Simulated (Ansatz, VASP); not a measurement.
# One calculation of NaI, two programs

INCAR

```
SYSTEM = NaI
PREC     = Accurate       ! precision mode
ENCUT    = 520            ! plane-wave cutoff, eV
EDIFF    = 1E-6           ! SCF threshold, eV
ISMEAR   = -1             ! smearing method
SIGMA    = 0.02           ! smearing width, eV
LREAL    = .False.        ! projectors in reciprocal space
LASPH    = .True.         ! aspherical terms in the spheres
NELM     = 60             ! most SCF steps
ALGO     = Normal         ! electronic algorithm
ISIF     = 2              ! what is computed and relaxed
LWAVE    = .False.        ! write WAVECAR
LCHARG   = .False.        ! write CHGCAR
GGA      = PE             ! functional
NBANDS   = 14             ! bands
```

KPOINTS

```
Automatic mesh
0
Gamma
  6 6 6
  0 0 0
```

File POSCAR:

```
NaI
1.0
    0.0000000000      3.5059881216      3.5059881216
    3.5059881216      0.0000000000      3.5059881216
    3.5059881216      3.5059881216      0.0000000000
Na I
1 1
Direct
    0.0000000000      0.0000000000      0.0000000000
    0.2500000000      0.2500000000      0.2500000000
```

Input for Ansatz:

```yaml
crystal:
  lattice:
    - [0.0, 3.5059881216, 3.5059881216]
    - [3.5059881216, 0.0, 3.5059881216]
    - [3.5059881216, 3.5059881216, 0.0]
  atoms:
    - { symbol: Na, position: [0.0, 0.0, 0.0] }
    - { symbol: I, position: [0.25, 0.25, 0.25] }
kpoints:
  mp_grid: { grid: [6, 6, 6] }
  band_path:
    path:
      - [0.0, 0.0, 0.0]
      - [-0.5, -0.5, 0.0]
      - [-0.375, -0.375, 0.25]
      - [-0.375, 0.0, 0.375]
      - [0.0, 0.0, 0.5]
      - [-0.5, -0.25, 0.25]
    npoints: 1
hamiltonian:
  xc: pbe
scf:
  occupations: { method: fermi_dirac, width: 0.02 }
  n_extra_bands: 4
output:
  forces: true
  stress: true
  eigenvalues: true
  write_density: true
  write_potential: true
  elf: true
  volumetric_format: npy
```

Change from the starting cell: hydrostatic strain -1.1%.

Alike in both runs: task single point; functional PBE; k mesh 6 × 6 × 6; occupations fermi-dirac, width 0.02 eV; no spin polarisation.

|  | VASP | Ansatz |
| --- | --- | --- |
| version | VASP 6.6.1 | Ansatz 0.2.0 |
| potentials or method | VASP PAW PBE potentials, release 64 (Na_pv, I) | plane waves, PAW |
| plane-wave cutoff (eV) | 520 | 420 |
| valence electrons in the cell | 14 | 26 |

```csv
,VASP,Ansatz,Ansatz less VASP
gap on the k mesh at the Fermi level (eV),3.88,3.88,+0.003
pressure (GPa),0.8,0.8,-0.01
```

The two sets of potentials don't hold the same shells in valence.

Caveats: spin-orbit coupling is left out, which moves the levels of the heavy elements.
